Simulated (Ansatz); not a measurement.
# TiC: the cost of one run

Method: DFT PBEsol, scalar-relativistic, plane waves, PAW, in Ansatz 0.2.0.

2 further runs of the same task are left out: 2 set aside as unsound or not needed. Runs told in other sessions of the task aren't counted.

## 1. The system as given

It takes space group Fm-3m (No. 225, cubic). Conventional cell: a = 4.293 Å, b = 4.293 Å, c = 4.293 Å, α = 90.00°, β = 90.00°, γ = 90.00°. Ti (site symmetry m-3m) has 6 C at 2.15 Å in its first shell of neighbours. C (site symmetry m-3m) is surrounded by 6 Ti at 2.15 Å.

Structure file:

```cif
data_structure
_symmetry_space_group_name_H-M 'Fm-3m'
_symmetry_Int_Tables_number 225
_cell_length_a 4.2934
_cell_length_b 4.2934
_cell_length_c 4.2934
_cell_angle_alpha 90.000
_cell_angle_beta 90.000
_cell_angle_gamma 90.000
_cell_volume 79.14
loop_
_atom_site_label
_atom_site_type_symbol
_atom_site_symmetry_multiplicity
_atom_site_Wyckoff_symbol
_atom_site_fract_x
_atom_site_fract_y
_atom_site_fract_z
_atom_site_occupancy
Ti1 Ti 4 a 0.00000 0.00000 0.00000 1
C1 C 4 b 0.00000 0.00000 0.50000 1
```

It is built from the cell relaxed beforehand with the same method (9.89 Å³/atom).

## 2. The undisturbed cell

File input.yaml:

```yaml
crystal:
  lattice:
    - [4.2933709686, 0.0, 0.0]
    - [0.0, -4.2933709686, 0.0]
    - [0.0, 0.0, -4.2933709686]
  atoms:
    - { symbol: Ti, position: [0.0, 0.0, 0.0] }
    - { symbol: Ti, position: [0.5, 0.5, 0.0] }
    - { symbol: Ti, position: [0.5, 0.0, 0.5] }
    - { symbol: Ti, position: [0.0, 0.5, 0.5] }
    - { symbol: C, position: [0.5, 0.0, 0.0] }
    - { symbol: C, position: [0.0, 0.5, 0.0] }
    - { symbol: C, position: [0.0, 0.0, 0.5] }
    - { symbol: C, position: [0.5, 0.5, 0.5] }
basis:
  ecutwfc: 420
kpoints:
  mp_grid: { grid: [14, 14, 14] }
hamiltonian:
  xc: pbesol
scf:
  occupations: { method: gaussian, width: 0.15 }
output:
  forces: true
  stress: true
  eigenvalues: true
  write_density: true
  write_potential: true
  elf: true
  volumetric_format: npy
```

On the command line:

```
$ ansatz run input.yaml --threads 2 --pin off --max-ram 5120MiB --backend cpu --events-out ev --progress --plain --runs-dir out
```

What time and memory should one allow on 2 threads of Arm Neoverse V2, shared host?

About 14 s, with a peak of 0.55 GiB.
